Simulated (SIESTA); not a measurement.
Al under changes of volume

One of the cells (16.935 Å³/atom); the others are scaled copies at fixed shape and fractional positions:

```
CELL_PARAMETERS angstrom
0.00000 2.03821 2.03821
2.03821 0.00000 2.03821
2.03821 2.03821 0.00000
ATOMIC_POSITIONS crystal
Al 0.00000 0.00000 0.00000
```

- Program: SIESTA 5.4.2
- Functional: PBE
- Potentials or basis: PseudoDojo 0.4 standard (PBE files)
- Basis: DZP (energy shift 0.002 Ry; radii capped at 9.5 bohr)
- Grid cutoff: 500 Ry
- Energy shift: 0.002 Ry
- k mesh: 11 × 11 × 11
- Occupations: fermi-dirac, width 0.05 eV
- Spin: no spin polarisation

```csv
volume (Å³/atom),energy over the lowest point (meV/atom),pressure (GPa)
15.607,14.12,5.6
15.939,4.91,3.4
16.271,0.00,1.4
16.935,1.14,-1.9
17.267,6.48,-3.2
17.599,?,?
```

What does the run at 17.599 Å³/atom give?

Energy over the lowest point 14.44 meV/atom; pressure -4.4 GPa.

Worked out: A Birch-Murnaghan fit of order 3 (a polynomial in V^(-2/3)) to the other rows has its minimum at 16.54 Å³/atom with B0 = V·E''(V) = 84 GPa and B' = 4.6. It gives 14.53 meV/atom at 17.599 Å³/atom, against the run's 14.44, and -dE/dV = -4.5 GPa, against -4.4.

Energies are extrapolated to zero smearing.

Caveats: the basis of atomic orbitals isn't converged, which shifts pressures, moduli and gaps.
